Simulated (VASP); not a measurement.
# Cs2AgBiBr6 (Fm-3m) in VASP: a series of runs

Runs on Cs2AgBiBr6. Level: PBE. Tasks: relaxation of the atoms.

All numbers are computed with VASP 6.6.1; they aren't measurements. Logs are shortened: lines on timing, memory, paths and dates and some standing lists are left out, and cuts for length are marked.

### Step 1. The undisturbed crystal

Symmetry: Fm-3m, No. 225, cubic system. Conventional cell: a = 11.232 Å, b = 11.232 Å, c = 11.232 Å, α = 90.00°, β = 90.00°, γ = 90.00°. Cs (site symmetry -43m) is surrounded by 12 Br at 3.97 Å. Ag (site symmetry m-3m) is surrounded by 6 Br at 2.80 Å. Bi (site symmetry m-3m) is surrounded by 6 Br at 2.81 Å. Br (site symmetry 4mm) is surrounded by 1 Ag at 2.80 Å and 1 Bi at 2.81 Å.

### Step 2. Relaxation of the atoms, PBE (a relaxed cell with its volume scaled by 1.02)

INCAR reads:

```
SYSTEM = Cs2AgBiBr6
ALGO = Fast
EDIFF = 1E-7
EDIFFG = -0.01
ENCUT = 300
GGA = PE
IBRION = 2
ISIF = 2
ISMEAR = 0
LASPH = .True.
LCHARG = .False.
LREAL = .False.
LWAVE = .False.
NELM = 80
NSW = 40
PREC = Accurate
SIGMA = 0.03
```

KPOINTS reads:

```
k-points
0
Gamma
  2 2 2
  0 0 0
```

POSCAR reads:

```
Cs2AgBiBr6                              
1.0
   -0.0000000000      5.7958604420      5.7958604420
    5.7958604420      0.0000000000      5.7958604420
    5.7958604420      5.7958604420     -0.0000000000
  Cs              Ag              Bi              Br            
     2     1     1     6
Direct
     0.2500000000000000    0.2500000000000000    0.2500000000000000
     0.7500000000000000    0.7500000000000000    0.7500000000000000
     0.5000000000000000    0.5000000000000000    0.5000000000000000
     1.0000000000000000    0.0000000000000000    1.0000000000000000
     0.2502896072630912    0.7497103927369088    0.2502896072630912
     0.2502896072630912    0.7497103927369088    0.7497103927369088
     0.7497103927369088    0.2502896072630912    0.7497103927369088
     0.7497103927369088    0.2502896072630912    0.2502896072630912
     0.2502896072630912    0.2502896072630912    0.7497103927369088
     0.7497103927369088    0.7497103927369088    0.2502896072630912
```

Potentials or basis: VASP PAW PBE potentials, release 64 (Cs_sv, Ag, Bi, Br).

Run with:

```console
cat potpaw_PBE.64/Cs_sv/POTCAR potpaw_PBE.64/Ag/POTCAR potpaw_PBE.64/Bi/POTCAR potpaw_PBE.64/Br/POTCAR > POTCAR
mpirun -np 2 vasp_std > vasp.out
```

OUTCAR:

```text
SYSTEM = Cs2AgBiBr6
   EDIFF = 1E-7
   EDIFFG = -0.01
   ENCUT = 300
   GGA = PE
   IBRION = 2
   ISIF = 2
   ISMEAR = 0
   LASPH = .True.
   LREAL = .False.
   NELM = 80
   NSW = 40
   PREC = Accurate

 ion  position               nearest neighbor table
   1  0.250  0.250  0.250-
   2  0.750  0.750  0.750-
   3  0.500  0.500  0.500-   5 2.89   6 2.89   7 2.89   8 2.89   9 2.89  10 2.89
   4  0.000  0.000  0.000-   5 2.90   6 2.90   7 2.90   8 2.90   9 2.90  10 2.90
   5  0.250  0.750  0.250-   3 2.89   4 2.90
   6  0.250  0.750  0.750-   3 2.89   4 2.90
   7  0.750  0.250  0.750-   3 2.89   4 2.90
   8  0.750  0.250  0.250-   3 2.89   4 2.90
   9  0.250  0.250  0.750-   3 2.89   4 2.90
  10  0.750  0.750  0.250-   3 2.89   4 2.90

  LATTYP: Found a face centered cubic cell.
 ALAT       =    11.5917208840

  Lattice vectors:

 A1 = (   0.0000000000,   5.7958604420,   5.7958604420)
 A2 = (   5.7958604420,   0.0000000000,   5.7958604420)
 A3 = (   5.7958604420,   5.7958604420,   0.0000000000)

Analysis of symmetry for initial positions (statically):
=====================================================================
 Subroutine PRICEL returns:
 Original cell was already a primitive cell.

 Routine SETGRP: Setting up the symmetry group for a
 face centered cubic supercell.

 Subroutine GETGRP returns: Found 48 space group operations
 (whereof 48 operations were pure point group operations)
 out of a pool of 48 trial point group operations.

The static configuration has the point symmetry O_h .

Analysis of symmetry for dynamics (positions and initial velocities):
=====================================================================
 Subroutine PRICEL returns:
 Original cell was already a primitive cell.

 Routine SETGRP: Setting up the symmetry group for a
 face centered cubic supercell.

 Subroutine GETGRP returns: Found 48 space group operations
 (whereof 48 operations were pure point group operations)
 out of a pool of 48 trial point group operations.

The dynamic configuration has the point symmetry O_h .

 Subroutine INISYM returns: Found 48 space group operations
 (whereof 48 operations are pure point group operations),
 and found     1 'primitive' translations

----------------------------------------------------------------------------------------

                                     Primitive cell

  volume of cell :     389.3891

  direct lattice vectors                    reciprocal lattice vectors
     0.000000000  5.795860442  5.795860442    -0.086268468  0.086268468  0.086268468
     5.795860442  0.000000000  5.795860442     0.086268468 -0.086268468  0.086268468
     5.795860442  5.795860442  0.000000000     0.086268468  0.086268468 -0.086268468

  length of vectors
     8.196584443  8.196584443  8.196584443     0.149421369  0.149421369  0.149421369

  position of ions in fractional coordinates (direct lattice)
     0.250000000  0.250000000  0.250000000
     0.750000000  0.750000000  0.750000000
     0.500000000  0.500000000  0.500000000
     0.000000000  0.000000000  0.000000000
     0.250289607  0.749710393  0.250289607
     0.250289607  0.749710393  0.749710393
     0.749710393  0.250289607  0.749710393
     0.749710393  0.250289607  0.250289607
     0.250289607  0.250289607  0.749710393
     0.749710393  0.749710393  0.250289607

  ion indices of the primitive-cell ions
   primitive index   ion index
                 1           1
                 2           2
                 3           3
                 4           4
                 5           5
                 6           6
                 7           7
                 8           8
                 9           9
                10          10

----------------------------------------------------------------------------------------

 KPOINTS: k-points

Automatic generation of k-mesh.
 Grid dimensions read from file:
 generate k-points for:    2    2    2

 Generating k-lattice:

  Cartesian coordinates                     Fractional coordinates (reciprocal lattice)
    -0.043134234  0.043134234  0.043134234     0.500000000  0.000000000  0.000000000
     0.043134234 -0.043134234  0.043134234     0.000000000  0.500000000  0.000000000
     0.043134234  0.043134234 -0.043134234     0.000000000  0.000000000  0.500000000

  Length of vectors
     0.074710685  0.074710685  0.074710685

  Shift w.r.t. Gamma in fractional coordinates (k-lattice)
     0.000000000  0.000000000  0.000000000

 Subroutine IBZKPT returns following result:
 ===========================================

 Found      3 irreducible k-points:

 Following reciprocal coordinates:
            Coordinates               Weight
  0.000000  0.000000  0.000000      1.000000
  0.500000  0.000000  0.000000      4.000000
  0.500000  0.500000  0.000000      3.000000
   k-points           NKPTS =      3   k-points in BZ     NKDIM =      3   number of bands    NBANDS=     46
   number of dos      NEDOS =    301   number of ions     NIONS =     10
   total plane-waves  NPLWV = 110592
   dimension x,y,z NGX =    48 NGY =   48 NGZ =   48
   dimension x,y,z NGXF=    96 NGYF=   96 NGZF=   96
   ions per type =               2   1   1   6
   NGX,Y,Z   is equivalent  to a cutoff of   9.74,  9.74,  9.74 a.u.
   NGXF,Y,Z  is equivalent  to a cutoff of  19.47, 19.47, 19.47 a.u.
 SYSTEM =  Cs2AgBiBr6
   PREC   = accura    normal or accurate (medium, high low for compatibility)
   ISTART =      0    job   : 0-new  1-cont  2-samecut
   ICHARG =      2    charge: 1-file 2-atom 10-const
   ISPIN  =      1    spin polarized calculation?
   LNONCOLLINEAR =      F non collinear calculations
   LSORBIT =      F    spin-orbit coupling
   LASPH  =      T    aspherical Exc in radial PAW
   ENCUT  =  300.0 eV  22.05 Ry    4.70 a.u.  11.58 11.58 11.58*2*pi/ulx,y,z
   NELM   =     80;   NELMIN=  2; NELMDL= -5     # of ELM steps
   EDIFF  = 0.1E-06   stopping-criterion for ELM
   LREAL  =      F    real-space projection
   EDIFFG = -.1E-01   stopping-criterion for IOM
   NSW    =     40    number of steps for IOM
   IBRION =      2    ionic relax: 0-MD 1-quasi-New 2-CG
   NFREE  =      1    steps in history (QN), initial steepest desc. (CG)
   ISIF   =      2    stress and relaxation
   ISYM   =      2    0-nonsym 1-usesym 2-fastsym
   POTIM  = 0.5000    time-step for ionic-motion
   TEBEG  =    0.0;   TEEND  =   0.0 temperature during run
   PSTRESS=    0.0 pullay stress
   NELECT =      76.0000    total number of electrons
   NUPDOWN=      -1.0000    fix difference up-down
   EMIN   =  10.00;   EMAX   =-10.00  energy-range for DOS
   EFERMI =   0.00;   METHOD = LEGACY
   ISMEAR =     0;   SIGMA  =   0.03  broadening in eV -4-tet -1-fermi 0-gaus
   EFERMI_NEDOS =   21; number of points for ismear=-14 and -15
   IALGO  =     68    algorithm
   IMIX   =      4    mixing-type and parameters
     AMIX     =   0.40;   BMIX     =  1.00
     AMIX_MAG =   1.60;   BMIX_MAG =  1.00
  volume/ion in A,a.u.               =      38.94       262.77
  Fermi-wavevector in a.u.,A,eV,Ry     =   0.949623  1.794528 12.269526  0.901785
  Thomas-Fermi vector in A             =   2.077924
   LORBIT       =      0    0 simple, 1 ext, 2 COOP (PROOUT), +10 PAW based schemes
   GGA     = PE    functional components
   LHFCALC =     F    Hartree Fock is set to
   AEXX    =    0.0000 exact exchange contribution
   IVDW    =     0    specifies the selected vdW correction
   LEPSILON=     F    determine dielectric tensor
   LRPA    =     F    only Hartree local field effects (RPA)
 conjugate gradient relaxation of ions
 non-spin polarized calculation
 RMM-DIIS sequential band-by-band and
 Gauss-broadening in eV      SIGMA  =   0.03
  energy-cutoff  :      300.00
  volume of cell :      389.39
 maximum number of plane-waves:      4621
 NGX is ok and might be reduce to    48
   NGX = 23   NGY = 23   NGZ = 23

--------------------------------------- Ionic step        1  -------------------------------------------

 number of electron      76.0000040 magnetization

 Free energy of the ion-electron system (eV)
  ---------------------------------------------------
  ext. energy  EPLUGINS =         0.00000000
  ---------------------------------------------------
  free energy    TOTEN  =       -29.44476615 eV

  energy without entropy =      -29.44476615  energy(sigma->0) =      -29.44476615

------------------------ aborting loop because EDIFF is reached ----------------------------------------

  FORCE on cell =-STRESS in cart. coord.  units (eV):
  Direction    XX          YY          ZZ          XY          YZ          ZX
  --------------------------------------------------------------------------------------
  -------------------------------------------------------------------------------------
  Total       -1.0746184     -1.0746184     -1.0746184      0.0000000      0.0000000      0.0000000
  in kB       -4.4216167     -4.4216167     -4.4216167      0.0000000      0.0000000      0.0000000
  external PRESSURE =      -4.4216167 kB  Pullay stress =       0.0000000 kB

 VOLUME and BASIS-vectors are now :
 -----------------------------------------------------------------------------
  energy-cutoff  :      300.00
  volume of cell :      389.39
      direct lattice vectors                 reciprocal lattice vectors
     0.000000000  5.795860442  5.795860442    -0.086268468  0.086268468  0.086268468
     5.795860442  0.000000000  5.795860442     0.086268468 -0.086268468  0.086268468
     5.795860442  5.795860442  0.000000000     0.086268468  0.086268468 -0.086268468
[... 46 lines left out ...]
 -----------------------------------------------------------------------------------
      2.89793      2.89793      2.89793        -0.000000     -0.000000     -0.000000
      8.69379      8.69379      8.69379        -0.000000      0.000000      0.000000
      5.79586      5.79586      5.79586        -0.000000     -0.000000      0.000000
      5.79586      5.79586      0.00000        -0.000000     -0.000000      0.000000
      5.79586      2.89840      5.79586        -0.000000     -0.038943      0.000000
      8.69333      5.79586      5.79586         0.038943     -0.000000      0.000000
      5.79586      8.69333      5.79586        -0.000000      0.038943      0.000000
      2.89840      5.79586      5.79586        -0.038943     -0.000000      0.000000
      5.79586      5.79586      2.89840        -0.000000     -0.000000     -0.038943
      5.79586      5.79586      8.69333        -0.000000     -0.000000      0.038943
 -----------------------------------------------------------------------------------
    total drift:                               -0.000000      0.000000      0.000000

  FREE ENERGIE OF THE ION-ELECTRON SYSTEM (eV)
  ---------------------------------------------------
  free  energy   TOTEN  =       -29.4456243239 eV

  energy  without entropy=      -29.4456243239  energy(sigma->0) =      -29.44562432

--------------------------------------- Ionic step        3  -------------------------------------------

 number of electron      76.0000039 magnetization

 Free energy of the ion-electron system (eV)
  ---------------------------------------------------
  ext. energy  EPLUGINS =         0.00000000
  ---------------------------------------------------
  free energy    TOTEN  =       -29.44624170 eV

  energy without entropy =      -29.44624170  energy(sigma->0) =      -29.44624170

 E-fermi :   0.5761     XC(G=0):  -7.7376

 val. band max:        0.4026262144   @ k =   0.5000   0.5000   0.0000
 cond. band min:       1.7557478412   @ k =   0.5000   0.0000   0.0000
 fundamental gap:      1.3531216269
 Fermi energy:         0.5760987516

 k-point     1 :       0.0000    0.0000    0.0000
  band No.  band energies     occupation
      1     -20.1740      2.00000
      2     -20.1706      2.00000
      3     -13.8268      2.00000
      4     -13.2946      2.00000
      5     -13.2946      2.00000
      6     -13.2946      2.00000
[... 158 lines left out ...]
 POSITION                                       TOTAL-FORCE (eV/Angst)
 -----------------------------------------------------------------------------------
      2.89793      2.89793      2.89793         0.000000      0.000000      0.000000
      8.69379      8.69379      8.69379         0.000000      0.000000     -0.000000
      5.79586      5.79586      5.79586         0.000000      0.000000     -0.000000
      0.00000      0.00000      0.00000         0.000000      0.000000     -0.000000
      5.79586      2.89303      5.79586         0.000000      0.000367     -0.000000
      8.69869      5.79586      5.79586        -0.000367      0.000000     -0.000000
      5.79586      8.69869      5.79586         0.000000     -0.000367     -0.000000
      2.89303      5.79586      5.79586         0.000367      0.000000      0.000000
      5.79586      5.79586      2.89303         0.000000      0.000000      0.000367
      5.79586      5.79586      8.69869         0.000000      0.000000     -0.000367
 -----------------------------------------------------------------------------------
    total drift:                                0.000000      0.000000     -0.000000

  FREE ENERGIE OF THE ION-ELECTRON SYSTEM (eV)
  ---------------------------------------------------
  free  energy   TOTEN  =       -29.4462416985 eV

  energy  without entropy=      -29.4462416985  energy(sigma->0) =      -29.44624170

 reached required accuracy - stopping structural energy minimisation
```

It took 45 s on 2 MPI ranks of Intel Xeon Platinum 8488C (Sapphire Rapids), shared host; peak memory 0.25 GiB.

Results:

```
Free energy               : -29.4462 eV
Energy gained by relaxing : 0.1 meV/atom
Ionic steps               : 3
Pressure after relaxing   : -0.4 GPa
Band gap on the k mesh    : 1.35 eV, indirect (least direct gap 2.33 eV)
```

Step by step:
```csv
step,energy change (eV),largest force (eV/Å),pressure (GPa)
1,0.0000,0.0599,-0.44
2,-0.0009,0.0389,-0.42
3,-0.0015,0.0004,-0.38
```

Final structure:
```
Cs Ag Bi Br
1.0
     0.00000    5.79586    5.79586
     5.79586    0.00000    5.79586
     5.79586    5.79586    0.00000
Cs Ag Bi Br
2 1 1 6
Direct
  0.25000 0.25000 0.25000
  0.75000 0.75000 0.75000
  0.50000 0.50000 0.50000
  0.00000 0.00000 0.00000
  0.24958 0.75042 0.24958
  0.24958 0.75042 0.75042
  0.75042 0.24958 0.75042
  0.75042 0.24958 0.24958
  0.24958 0.24958 0.75042
  0.75042 0.75042 0.24958
```

Levels at points of the mesh, in eV from the valence-band top:
| k point | band 34 | band 35 | band 36 | band 37 | band 38 | band 39 | band 40 | band 41 | band 42 | band 43 |
| --- | --- | --- | --- | --- | --- | --- | --- | --- | --- | --- |
| (0.00, 0.00, 0.00) | -0.88 | -0.88 | -0.88 | -0.54 | -0.54 | 2.40 | 2.40 | 2.40 | 3.71 | 4.80 |
| (0.50, 0.00, 0.00) | -1.14 | -1.14 | -1.12 | -0.98 | -0.98 | 1.35 | 3.54 | 3.54 | 5.07 | 5.27 |
| (0.50, 0.50, 0.00) | -1.20 | -1.20 | -0.89 | -0.55 | 0.00 | 2.81 | 2.81 | 3.11 | 4.11 | 5.38 |

Caveat: the k mesh is coarse (spacing up to 0.47 Å⁻¹), so the values aren't converged; the cutoff is under 1.25 times the usual one of these potentials, so pressure, stress and relaxed cells hold a basis-set (Pulay) error; spin-orbit coupling is left out, which as a rule narrows the gap of such compounds by several tenths of an eV.

### Step 3. Relaxation of the atoms, PBE (a relaxed cell with its volume scaled by 1.04)

INCAR is that of step 2.

KPOINTS is that of step 2.

POSCAR: that of step 2 with these lines changed.

```diff
@@ -2,5 +2,5 @@
 1.0
-   -0.0000000000      5.7958604420      5.7958604420
-    5.7958604420      0.0000000000      5.7958604420
-    5.7958604420      5.7958604420     -0.0000000000
+   -0.0000000000      5.8334969540      5.8334969540
+    5.8334969540      0.0000000000      5.8334969540
+    5.8334969540      5.8334969540     -0.0000000000
   Cs              Ag              Bi              Br
```

Potentials or basis: VASP PAW PBE potentials, release 64 (Cs_sv, Ag, Bi, Br).

Run with:

```console
cat potpaw_PBE.64/Cs_sv/POTCAR potpaw_PBE.64/Ag/POTCAR potpaw_PBE.64/Bi/POTCAR potpaw_PBE.64/Br/POTCAR > POTCAR
mpirun -np 2 vasp_std > vasp.out
```

It took 47 s on 2 MPI ranks of Intel Xeon Platinum 8488C (Sapphire Rapids), shared host; peak memory 0.24 GiB.

It converged, with:

| Property | Result |
| --- | --- |
| Free energy | -29.4221 eV |
| Energy gained by relaxing | 0.6 meV/atom |
| Ionic steps | 3 |
| Pressure after relaxing | -0.7 GPa |
| Largest force after relaxing | 0.006 eV/Å |
| Band gap on the k mesh | 1.38 eV, indirect (least direct gap 2.31 eV) |

Forces in eV/Å, atoms in the order of the input:
```
Cs   0.000  0.000  0.000
Cs   0.000  0.000  0.000
Ag   0.000  0.000  0.000
Bi   0.000  0.000  0.000
Br   0.000 -0.006  0.000
Br   0.006  0.000  0.000
Br   0.000  0.006  0.000
Br  -0.006  0.000  0.000
Br   0.000  0.000 -0.006
Br   0.000  0.000  0.006
```

The path:
```csv
step,energy change (eV),largest force (eV/Å),pressure (GPa)
1,0.0000,0.1159,-0.83
2,-0.0033,0.0780,-0.79
3,-0.0059,0.0056,-0.71
```

Final structure:
```cif
data_structure
_symmetry_space_group_name_H-M 'P 1'
_symmetry_Int_Tables_number 1
_cell_length_a 8.2498
_cell_length_b 8.2498
_cell_length_c 8.2498
_cell_angle_alpha 60.000
_cell_angle_beta 60.000
_cell_angle_gamma 60.000
_cell_volume 397.02
loop_
_atom_site_label
_atom_site_type_symbol
_atom_site_fract_x
_atom_site_fract_y
_atom_site_fract_z
_atom_site_occupancy
Cs1 Cs 0.25000 0.25000 0.25000 1
Cs2 Cs 0.75000 0.75000 0.75000 1
Ag1 Ag 0.50000 0.50000 0.50000 1
Bi1 Bi 0.00000 0.00000 0.00000 1
Br1 Br 0.24891 0.75109 0.24891 1
Br2 Br 0.24891 0.75109 0.75109 1
Br3 Br 0.75109 0.24891 0.75109 1
Br4 Br 0.75109 0.24891 0.24891 1
Br5 Br 0.24891 0.24891 0.75109 1
Br6 Br 0.75109 0.75109 0.24891 1
```

Levels at points of the mesh, in eV from the valence-band top:
```
           k point  band 35  band 36  band 37  band 38  band 39  band 40  band 41  band 42
(0.00, 0.00, 0.00)    -0.81    -0.81    -0.53    -0.53     2.45     2.45     2.45     3.72
(0.50, 0.00, 0.00)    -1.06    -1.04    -0.92    -0.92     1.38     3.53     3.53     5.10
(0.50, 0.50, 0.00)    -1.13    -0.82    -0.53     0.00     2.83     2.83     3.12     4.04
```

Caveat: the k mesh is coarse (spacing up to 0.47 Å⁻¹), so the values aren't converged; the cutoff is under 1.25 times the usual one of these potentials, so pressure, stress and relaxed cells hold a basis-set (Pulay) error; spin-orbit coupling is left out, which as a rule narrows the gap of such compounds by several tenths of an eV. A k mesh can miss the band edges.
